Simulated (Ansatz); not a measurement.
A run of Ansatz 0.2.0 is set up as follows.

input.yaml

```yaml
crystal:
  lattice:
    - [-2.5065, 2.5065, 2.5065]
    - [2.5065, -2.5065, 2.5065]
    - [2.5065, 2.5065, -2.5065]
  atoms:
    - { symbol: Ba, position: [0.0, 0.0, 0.0] }
hamiltonian:
  xc: pbesol
  pseudopotentials: { kind: paw }
kpoints:
  mp_grid: { grid: [8, 8, 8] }
scf:
  occupations: { method: fermi_dirac, width: 0.05 }
output:
  forces: true
  stress: true
  eigenvalues: true
  write_density: true
  write_potential: true
  elf: true
  volumetric_format: npy
```

Potentials or basis: Ansatz PAW.

Run with:

```bash
$ ansatz run input.yaml --threads 2 --pin off --max-ram 5632MiB --backend cpu --events-out ev --progress --plain --runs-dir out
```

Task: What does it give for the pressure?

Result: -0.7 GPa.

Task: What does it give for the band gap on the k mesh?

Result: None (metal or under the smearing width).

Caveat: the PAW data sets come from PBE, with cores solved anew for the run's functional, which leaves a small shift of forces and pressure. Spin-orbit coupling is left out, which matters for the levels of Ba.
